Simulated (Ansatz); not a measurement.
Wanted: the native input for an Ansatz 0.2.0 run.

- Task: relaxation of cell and atoms
- Functional: BLYP
- Potentials or basis: Ansatz PAW
- Cutoff: 420 eV (not typed: the program's choice for these potentials)
- k mesh: 7 × 7 × 9
- Occupations: fermi-dirac, width 0.05 eV
- Spin: no spin polarisation

Crystal: Ti.

```
Ti
1.0
     4.56737    0.00000    0.00000
    -2.28369    3.95546    0.00000
     0.00000    0.00000    2.82624
Ti
3
Direct
  0.66667 0.33333 0.50000
  0.33333 0.66667 0.50000
  0.00000 0.00000 0.00000
```

This isn't the form of Ti at room conditions, which is hcp.

One way to write it, as run:

input.yaml

```yaml
crystal:
  lattice:
    - [4.5673748306, 0.0, 0.0]
    - [-2.2836874153, 3.9554626319, 0.0]
    - [0.0, 0.0, 2.82624427]
  atoms:
    - { symbol: Ti, position: [0.6666666667, 0.3333333333, 0.5] }
    - { symbol: Ti, position: [0.3333333333, 0.6666666667, 0.5] }
    - { symbol: Ti, position: [0.0, 0.0, 0.0] }
hamiltonian:
  xc: blyp
  pseudopotentials: { kind: paw }
kpoints:
  mp_grid: { grid: [7, 7, 9] }
scf:
  occupations: { method: fermi_dirac, width: 0.05 }
output:
  forces: true
  stress: true
  eigenvalues: true
relax:
  f_tol: 0.01
  max_steps: 40
  cell: { stress_tol: 0.05 }
```

Potentials or basis: Ansatz PAW.

The run is started by

```bash
$ ansatz run input.yaml --threads 2 --pin off --max-ram 5632MiB --backend cpu --events-out ev --progress --plain --runs-dir out
```

It gave:

```
Relaxed volume                         : 17.54 Å³/atom
Relaxed cell                           : a = 4.612 Å, b = 4.612 Å, c = 2.856 Å, α = 90.00°, β = 90.00°, γ = 120.00°
Space group after relaxing (to 0.05 Å) : P6/mmm (No. 191)
Energy gained by relaxing              : 5.4 meV/atom
Ionic steps                            : 5
Pressure after relaxing                : 0.0 GPa
Band gap on the k mesh                 : none (metal or under the smearing width)
```

Caveat: the plane-wave basis is chosen anew once the cell has moved, so the energies of steps on either side of that aren't comparable; the PAW data sets come from PBE, with cores solved anew for the run's functional, which leaves a small shift of forces and pressure.

It took 6.3 s on 2 threads of Arm Neoverse V2, with other jobs on the host, peak memory 0.35 GiB.
